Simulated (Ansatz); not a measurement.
**BaTiO3 in Ansatz: the effect of Hubbard term**

The system is BaTiO3.

```
CELL_PARAMETERS angstrom
4.00600 0.00000 0.00000
0.00000 4.00600 0.00000
0.00000 0.00000 4.00600
ATOMIC_POSITIONS crystal
Ba 0.50000 0.50000 0.50000
Ti 0.00000 0.00000 0.00000
O 0.00000 0.00000 0.50000
O 0.00000 0.50000 0.00000
O 0.50000 0.00000 0.00000
```

Alike in all runs:

| Item | Value |
| --- | --- |
| Program | Ansatz 0.2.0 |
| Task | projected density of states |
| Functional | PBEsol |
| Potentials or basis | Ansatz PAW |
| Cutoff | 420 eV |
| Density cutoff | 1680 eV |
| k mesh | 7 × 7 × 7 |
| Occupations | fermi-dirac, width 0.05 eV |
| Spin | no spin polarisation |
| Hubbard projectors | ortho-atomic (the default) |
| Double counting | fll (the default) |

One run gave: gap on the mesh 2.03 eV; pressure -4.0 GPa. Which Hubbard term did it use?
A. Ti d U = 3 eV
B. Ti d U = 6 eV
C. Ti d U = 2 eV
D. Ti d U = 1 eV
E. Ti d U = 5 eV

C.

```tsv
Hubbard term	gap on the mesh (eV)	pressure (GPa)
Ti d U = 1 eV	1.92	-4.3
Ti d U = 2 eV	2.03	-4.0
Ti d U = 3 eV	2.14	-3.7
Ti d U = 4 eV	2.27	-3.3
Ti d U = 5 eV	2.41	-3.0
Ti d U = 6 eV	2.56	-2.6
Ti d U = 8 eV	2.90	-1.7
```

Caveats: odd divisions of the mesh miss points on the zone boundary, where band edges often lie, so the gap on the mesh can be too wide; spin-orbit coupling is left out, which moves the levels of the heavy elements; the PAW data sets come from PBE, with cores solved anew for the run's functional, which leaves a small shift of forces and pressure; the density of states is complete only up to the lowest level of the last band computed.

A k mesh can miss the band edges.

Not every run made on this cell is shown here.
